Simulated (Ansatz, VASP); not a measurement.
# Bi: VASP beside Ansatz

```
CELL_PARAMETERS angstrom
3.30879 0.00000 0.00000
0.00000 3.30879 0.00000
0.00000 0.00000 3.30879
ATOMIC_POSITIONS crystal
Bi 0.00000 0.00000 0.00000
```

The cell was built by a generator and needn't be a form met in nature.

Alike in both runs: functional RPBE; k mesh 10 × 10 × 10; occupations fermi-dirac, width 0.1 eV; no spin polarisation.

Ansatz relaxed the structure, and its values are those at the end. VASP's run is a single point on that final structure, the one shown.

|  | VASP | Ansatz |
| --- | --- | --- |
| version | VASP 6.6.1 | Ansatz 0.2.0 |
| potentials or method | VASP PAW PBE potentials, release 64 (Bi_d) | plane waves (420 eV) with PAW, scalar-relativistic |
| plane-wave cutoff (eV) | 520 | 420 |
| valence electrons in the cell | 15 | 15 |

|  | VASP | Ansatz | Ansatz less VASP |
| --- | --- | --- | --- |
| pressure (GPa) | -0.1 | 0.0 | +0.05 |

The functional is the same, so the differences come from potentials, cutoffs and numerics.

Caveats: the PAW data sets were made with another functional, which shifts forces and pressure a little (VASP).
